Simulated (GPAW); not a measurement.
# SiGe (P6_3mc) in GPAW: notebook

The runs below take SiGe through band structure, with PBEsol.

All numbers are computed with GPAW 26.7.0; they aren't measurements. Logs are shortened: lines on timing, memory, paths and dates and some standing lists are left out, and cuts for length are marked. The log counts tension as positive stress, the text compression.

### Step 1. The crystal as given

The structure is hexagonal, space group P6_3mc (No. 186). The conventional cell has a = 3.904 Å, b = 3.904 Å, c = 6.451 Å, α = 90.00°, β = 90.00°, γ = 120.00°. Ge (site symmetry 3m) is surrounded by 4 Si at 2.40 to 2.41 Å. Si (site symmetry 3m) is surrounded by 4 Ge at 2.40 to 2.41 Å.

The cell comes from a database or a generator and needn't be the stable form of this composition.

### Step 2. Band structure, PBEsol

run.py

```python
from ase import Atoms
from ase.dft.bandgap import bandgap
from ase.io import write
from ase.units import GPa
from gpaw import GPAW, PW, setup_paths

setup_paths.insert(0, '.')

atoms = Atoms(['Ge', 'Ge', 'Si', 'Si'],
              cell=[[3.9044512986, 0.0, 0.0],
                    [-1.9522256493, 3.3813540124, 0.0],
                    [0.0, 0.0, 6.450783]],
              scaled_positions=[[0.3333333333, 0.6666666667, 0.000392],
                                [0.6666666667, 0.3333333333, 0.500392],
                                [0.3333333333, 0.6666666667, 0.374607],
                                [0.6666666667, 0.3333333333, 0.874607]],
              pbc=True)

calc = GPAW(mode=PW(600),
            xc='PBEsol',
            kpts={'size': (8, 8, 4), 'gamma': True},
            occupations={'name': 'fermi-dirac', 'width': 0.05},
            nbands=18,
            convergence={'density': 1e-05, 'energy': 1e-05},
            maxiter=150,
            txt='gpaw.txt')
atoms.calc = calc
energy = atoms.get_potential_energy()
forces = atoms.get_forces()
stress = atoms.get_stress()
calc.write('gs.gpw')
write('result.traj', atoms)
print(f'Energy: {energy:.6f} eV')
print('Forces (eV/A):')
print(forces.round(4))
print('Stress (GPa):', (stress / GPa).round(3))
print('Fermi level:', round(calc.get_fermi_level(), 4), 'eV')
print(f'Gap: {bandgap(calc)[0]:.4f} eV, direct: {bandgap(calc, direct=True)[0]:.4f} eV')

path = atoms.cell.bandpath('GMKGALHA,LM,KH', npoints=80, eps=1e-4)
bs_calc = calc.fixed_density(kpts=path, symmetry='off', nbands=33,
                             convergence={'bands': 'CBM+6.0', 'eigenstates': 1e-6}, txt='bands.txt')
bs = bs_calc.band_structure()
bs.write('bs.json')
print(f'Gap on the path: {bandgap(bs_calc)[0]:.4f} eV')
```

Potentials or basis: PAW data sets generated in the run's folder for this functional, pw.

Started as:

```bash
gpaw-setup -f PBEsol Ge Si
OMP_NUM_THREADS=1 python run.py
```

gpaw.txt:

```text
__  _  _
 | _ |_)|_||  |
 |__||  | ||/\| - 26.7.0

Input parameters:
  mode=PW(ecut=600.0),
  convergence={'density': 1e-05, 'energy': 1e-05},
  kpts=MonkhorstPack(size=(8, 8, 4), gamma=True),
  maxiter=150,
  nbands=18,
  occupations=Occupations(name='fermi-dirac', width=0.05),
  xc=XC(name='PBEsol')

Diagonalizing LCAO Hamiltonian
Converting LCAO to pw mode

            Si

            Ge
        Si

        Ge

Atoms  # Å, Bohr magnetons
|   | symbol |         x |        y |        z |    initial magnetic moments |
|---|--------|-----------|----------|----------|-----------------------------|
| 0 |     Ge | -0.000000 | 2.254236 | 0.002529 | ( 0.0000,  0.0000,  0.0000) |
| 1 |     Ge |  1.952226 | 1.127118 | 3.227920 | ( 0.0000,  0.0000,  0.0000) |
| 2 |     Si | -0.000000 | 2.254236 | 2.416508 | ( 0.0000,  0.0000,  0.0000) |
| 3 |     Si |  1.952226 | 1.127118 | 5.641900 | ( 0.0000,  0.0000,  0.0000) |

Unit cell  # Å
| periodic |         x |        y |        z |  lengths |     angles |
|----------|-----------|----------|----------|----------|------------|
|      yes |  3.904451 | 0.000000 | 0.000000 | 3.904451 |  90.000000 |
|      yes | -1.952226 | 3.381354 | 0.000000 | 3.904451 |  90.000000 |
|      yes |  0.000000 | 0.000000 | 6.450783 | 6.450783 | 120.000000 |

Number of symmetries: 6
Symmetry operations  # r_c * U_cc + t_c -> r_c
|   | kind |            matrix            |
|---|------|------------------------------|
| 0 |  σ   |  1, 1, 0,  0,-1, 0,  0, 0, 1 |
| 1 |  E   |  1, 0, 0,  0, 1, 0,  0, 0, 1 |
| 2 |  C3  |  0, 1, 0, -1,-1, 0,  0, 0, 1 |
| 3 |  σ   |  0,-1, 0, -1, 0, 0,  0, 0, 1 |
| 4 |  σ   | -1, 0, 0,  1, 1, 0,  0, 0, 1 |
| 5 |  C3  | -1,-1, 0,  1, 0, 0,  0, 0, 1 |

BZ-sampling:
  Number of BZ points: 256
  Number of IBZ points: 35

  Monkhorst-Pack size: [8, 8, 4]
  Monkhorst-Pack shift: [0.0625, 0.0625, 0.125]

K-points  # in reciprocal-cell coordinates
|     |                                coordinates |     weight |
|-----|--------------------------------------------|------------|
|   0 | (  0.00000000,   0.00000000,   0.00000000) | 0.00390625 |
|   1 | (  0.00000000,   0.00000000,   0.25000000) | 0.00781250 |
|   2 | (  0.00000000,   0.00000000,   0.50000000) | 0.00390625 |
|   3 | (  0.12500000,   0.00000000,  -0.25000000) | 0.02343750 |
|   4 | (  0.12500000,   0.00000000,   0.00000000) | 0.02343750 |
|   5 | (  0.12500000,   0.00000000,   0.25000000) | 0.02343750 |
|   6 | (  0.12500000,   0.00000000,   0.50000000) | 0.02343750 |
|   7 | (  0.25000000,  -0.12500000,   0.00000000) | 0.02343750 |
|   8 | (  0.25000000,  -0.12500000,   0.25000000) | 0.04687500 |
|   9 | (  0.25000000,  -0.12500000,   0.50000000) | 0.02343750 |
| ... |                                            |            |
|  34 | (  0.50000000,   0.50000000,   0.50000000) | 0.01171875 |

Plane wave coefficients: 2864
Cutoff: 600.0 eV

Spin-components: 1 (collinear spins)
Bands:           18
Projectors:      20
Spin-degeneracy: 2
Datatype:        complex128

Parallelization:
  kpt:    1
  domain: 1
  band:   1

Density:
  Valence electrons: 16.0
  Components: 1
  Grid points: [24 24 40]
  Charge: 0.0  # |e|

Potential:
  Grid points: [24 24 40]

species:
  Ge:
    name:    Germanium
    Z:       32.0
    valence: 4
    core:    28
    charge:  0.0  # [|e|]
    compensation charges:
      type: gauss
      rc: 0.32  # [Å]
      lmax: 2
    cutoffs:
      filter: 1.77  # [Å]
      core: 3.42  # [Å]
    projectors
    | kind |    occ | energy [eV] | rcut [Å] |
    |------|--------|-------------|----------|
    |   4s |  2.000 |     -11.738 |    1.005 |
    |   4p |  2.000 |      -3.898 |    1.005 |
    |    s |        |      15.473 |    1.005 |
    |    p |        |      23.314 |    1.005 |
    |    d |        |       0.000 |    1.005 |

    Using partial waves for Ge as LCAO basis

  Si:
    name:    Silicon
    Z:       14.0
    valence: 4
    core:    10
    charge:  0.0  # [|e|]
    compensation charges:
      type: gauss
      rc: 0.33  # [Å]
      lmax: 2
    cutoffs:
      filter: 1.86  # [Å]
      core: 2.06  # [Å]
    projectors
    | kind |    occ | energy [eV] | rcut [Å] |
    |------|--------|-------------|----------|
    |   3s |  2.000 |     -10.768 |    1.058 |
    |   3p |  2.000 |      -4.057 |    1.058 |
    |    s |        |      16.444 |    1.058 |
    |    p |        |      23.155 |    1.058 |
    |    d |        |       0.000 |    1.058 |

    Using partial waves for Si as LCAO basis

Reference energy: -129854.913297  # eV

eigensolver:
  PPCG
  Converge bands: occupied
  niter=2

density mixing:
  MSR1-Mixer
  Pratt-step length: 0.05
  Maximum mixing coefficient: 0.75
  Old densities: 10
  SVD Regularization: 0.005
  Good broyden scale: 1.0
  Trust region scale: 1.0
  Backstep threshold: 4.0
  History deletion threshold: 6.0
  Fourier metric: weight=20.0, sigma=0.015

occupation numbers:
  Fermi-Dirac:
    width: 0.0500  # eV

poisson solver:
  ecut: 4800.0  # eV

xc functional:
  name: PBEsol with 2 nearest neighbor stencil

convergence criteria:
- Maximum integral of absolute [dens]ity change: 1e-05 electrons / valence electron
- Maximum [total energy] change in last 3 cyles: 1e-05 eV / valence electron
- Maximum integral of absolute [eigenst]ate change: 4e-08 eV^2 / valence electron
maximum number of iterations: 150

SCF iterations
|iter     | |      energy | eigst |  dens |
|---------|-|-------------|-------|-------|
|iter:   1| |  -21.376967 | -0.25 |       |
|iter:   2| |  -21.357646 | -2.57 | -0.86 |
|iter:   3| |  -21.184164 | -2.31 | -0.89 |
|iter:   4| |  -21.179501 | -3.25 | -1.51 |
|iter:   5| |  -21.179616 | -4.95 | -2.39 |
|iter:   6| |  -21.179635c| -6.18 | -3.11 |
|iter:   7| |  -21.179637c| -7.04 | -3.58 |
|iter:   8| |  -21.179636c| -7.70c| -3.87 |
|iter:   9| |  -21.179636c| -8.11c| -4.66 |
|iter:  10| |  -21.179636c| -8.94c| -5.25c|

Converged in 10 steps
Energy contributions relative to reference atoms: (reference = -129854.913297)

Energy contributions:
  Kinetic:          41.208298
  Coulomb:         -36.702728
  Zero:             -0.021521
  External:          0.000000
  Xc:              -25.663489
  Entropy:          -0.000392
  Spinorbit:         0.000000
  ----------------------------
  Free energy:     -21.179832
  Extrapolated:    -21.179636

dipole moment: (0.000119, 0.000206, -17.514394)  # |e|*Ang

Fermi level: 5.950
Eigenvalues  # (at kpt = [0.000, 0.000, 0.000])
| band index |      eig [eV] | occ [0-2] |
|------------|---------------|-----------|
|          0 |        -6.842 |     2.000 |
|          1 |        -4.695 |     2.000 |
|          2 |        -1.685 |     2.000 |
|          3 |         4.221 |     2.000 |
|          4 |         4.221 |     2.000 |
|          5 |         5.492 |     2.000 |
[... 8 lines left out ...]
|         14 |        10.077 |     0.000 |
|         15 |        12.253 |     0.000 |
|        ... |               |           |
|         17 |        12.313 |     0.000 |

Gap: 0.345 eV
Transition (v -> c):
  (s=0, k=0, n=7, [0.00, 0.00, 0.00]) -> (s=0, k=32, n=8, [0.50, 0.50, 0.00])
Direct/indirect transitions are different
Direct gap: 0.405 eV
Transition at: (s=0, k=0, n=7, [0.00, 0.00, 0.00])

Forces  # eV/Ang
|        x |        y |        z |
|----------|----------|----------|
|  0.00000 | -0.00000 |  0.01536 |  # Ge   0
|  0.00000 |  0.00000 |  0.01534 |  # Ge   1
| -0.00000 |  0.00000 | -0.01537 |  # Si   2
|  0.00000 |  0.00000 | -0.01535 |  # Si   3

Stress tensor  # eV/Ang^3
|         x |         y |         z |
|-----------|-----------|-----------|
| -0.002750 |  0.000000 |  0.000000 |
| -0.000000 | -0.002750 |  0.000000 |
|  0.000000 |  0.000000 | -0.001566 |

# Writing to gs.gpw (mode='')
```

It took 90 s on 1 thread of AMD EPYC 7R43 (Zen 3), shared host; peak memory 0.4 GiB.

What came out:

* Free energy: -21.1798 eV
* Pressure: 0.4 GPa
* Largest force: 0.015 eV/Å
* Band gap on the k mesh: 0.34 eV, indirect (least direct gap 0.41 eV)
* Band gap along the path: 0.34 eV, indirect (least direct gap 0.41 eV)

Forces in eV/Å, atoms in the order of the input:
```
Ge   0.000  0.000  0.015
Ge   0.000  0.000  0.015
Si   0.000  0.000 -0.015
Si   0.000  0.000 -0.015
```

Stress tensor (GPa, compression positive):
```
0.44 0.00 0.00
0.00 0.44 0.00
0.00 0.00 0.25
```

Levels at the corners of the path, in eV from the valence-band top:
| point | band 6 | band 7 | band 8 | band 9 | band 10 | band 11 |
| --- | --- | --- | --- | --- | --- | --- |
| Γ | -0.31 | 0.00 | 0.00 | 0.41 | 1.48 | 2.03 |
| M | -3.17 | -3.03 | -1.53 | 0.34 | 1.96 | 3.19 |
| K | -3.65 | -3.65 | -3.40 | 0.97 | 4.78 | 4.78 |
| Γ | -0.31 | 0.00 | 0.00 | 0.41 | 1.48 | 2.03 |
| A | -0.97 | -0.97 | -0.97 | 1.20 | 1.20 | 3.08 |
| L | -2.60 | -2.52 | -2.52 | 0.62 | 0.62 | 1.77 |
| H | -4.54 | -2.10 | -2.10 | 1.33 | 1.33 | 3.71 |
| A | -0.97 | -0.97 | -0.97 | 1.20 | 1.20 | 3.08 |
| L | -2.60 | -2.52 | -2.52 | 0.62 | 0.62 | 1.77 |
| M | -3.17 | -3.03 | -1.53 | 0.34 | 1.96 | 3.19 |
| K | -3.65 | -3.65 | -3.40 | 0.97 | 4.78 | 4.78 |
| H | -4.54 | -2.10 | -2.10 | 1.33 | 1.33 | 3.71 |

As with any semilocal functional, this PBEsol gap is likely too small.

### Step 3. Band structure, PBEsol, spin-orbit coupling, no magnetisation

run.py: that of step 2 with these lines changed.

```diff
@@ -1 +1,2 @@
+import numpy as np
 from ase import Atoms
@@ -5,2 +6,3 @@
 from gpaw import GPAW, PW, setup_paths
+from gpaw.spinorbit import soc_eigenstates
 
@@ -45 +47,7 @@
 print(f'Gap on the path: {bandgap(bs_calc)[0]:.4f} eV')
+
+soc = soc_eigenstates(bs_calc, theta=90, phi=0)
+np.savetxt('soc_bands.dat', soc.eigenvalues(), fmt='%.4f')
+mesh = soc_eigenstates('gs.gpw', theta=90, phi=0)
+np.savetxt('soc_mesh.dat', mesh.eigenvalues(), fmt='%.4f')
+print('Fermi level with spin-orbit coupling:', round(mesh.fermi_level, 4), 'eV')
```

Potentials or basis: PAW data sets generated in the run's folder for this functional, pw.

Started as:

```bash
gpaw-setup -f PBEsol Ge Si
OMP_NUM_THREADS=1 python run.py
```

Wall time 74 s (1 thread of AMD EPYC 7R43 (Zen 3), shared host); peak memory 0.45 GiB.

The run converged. Its results:

```yaml
Free_energy: -21.1798 eV
Pressure: 0.4 GPa
Largest_force: 0.015 eV/Å
Band_gap_on_the_k_mesh: 0.28 eV, indirect (least direct gap 0.34 eV)
Band_gap_along_the_path: 0.28 eV, indirect (least direct gap 0.34 eV)
```

Forces in eV/Å, atoms in the order of the input:
```
Ge   0.000  0.000  0.015
Ge   0.000  0.000  0.015
Si   0.000  0.000 -0.015
Si   0.000  0.000 -0.015
```

Stress tensor (GPa, compression positive):
```
0.44 0.00 0.00
0.00 0.44 0.00
0.00 0.00 0.25
```

Levels at the corners of the path, in eV from the valence-band top:
```
point  band 14  band 15  band 16  band 17  band 18  band 19
    Γ    -0.10     0.00     0.00     0.34     0.34     1.42
    M    -3.09    -1.59    -1.59     0.28     0.28     1.90
    K    -3.69    -3.46    -3.46     0.90     0.90     4.69
    Γ    -0.10     0.00     0.00     0.34     0.34     1.42
    A    -0.97    -0.97    -0.97     1.14     1.14     1.14
    L    -2.57    -2.57    -2.57     0.55     0.55     0.55
    H    -2.18    -2.15    -2.15     1.26     1.26     1.28
    A    -0.97    -0.97    -0.97     1.14     1.14     1.14
    L    -2.57    -2.57    -2.57     0.55     0.55     0.55
    M    -3.09    -1.59    -1.59     0.28     0.28     1.90
    K    -3.69    -3.46    -3.46     0.90     0.90     4.69
    H    -2.18    -2.15    -2.15     1.26     1.26     1.28
```

Caveat: spin-orbit coupling was added after a scalar SCF, so levels and gaps hold it while energy, forces, pressure and moments don't; this program's spin-orbit splittings come out too wide for heavy elements. A hybrid or GW would open this gap; PBEsol tends to underestimate it.
